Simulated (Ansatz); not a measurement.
The system is Ba.

```
Ba
1.0
     0.00000    3.23267    3.23267
     3.23267    0.00000    3.23267
     3.23267    3.23267    0.00000
Ba
1
Direct
  0.00000 0.00000 0.00000
```

This isn't the form of Ba at room conditions, which is bcc.

| Item | Value |
| --- | --- |
| Program | Ansatz 0.2.0 |
| Task | relaxation of cell and atoms |
| Functional | RPBE |
| Potentials or basis | all-electron LAPW, scalar-relativistic |
| Basis error allowed | 0.001 eV/atom |
| k mesh | 7 × 7 × 7 |
| Occupations | fermi-dirac, width 0.05 eV |
| Spin | no spin polarisation |

At the start: volume 67.56 Å³/atom.

Question: Where does the relaxation end?

Answer: Over 4 steps the energy falls by 2.2 meV/atom and the volume is 69.92 Å³/atom (+3.5 %); space group Fm-3m (No. 225, to 0.05 Å).

Step by step:
| step | energy change (eV) | largest force (eV/Å) | volume (Å³) |
| --- | --- | --- | --- |
| 1 | 0.0000 | 0.0000 | 67.56 |
| 2 | -0.0009 | 0.0000 | 68.16 |
| 3 | -0.0022 | 0.0000 | 69.92 |
| 4 | -0.0022 | 0.0000 | 69.92 |

Final structure:
```cif
data_structure
_symmetry_space_group_name_H-M 'P 1'
_symmetry_Int_Tables_number 1
_cell_length_a 4.6242
_cell_length_b 4.6242
_cell_length_c 4.6242
_cell_angle_alpha 60.000
_cell_angle_beta 60.000
_cell_angle_gamma 60.000
_cell_volume 69.92
loop_
_atom_site_label
_atom_site_type_symbol
_atom_site_fract_x
_atom_site_fract_y
_atom_site_fract_z
_atom_site_occupancy
Ba1 Ba 0.00000 0.00000 0.00000 1
```
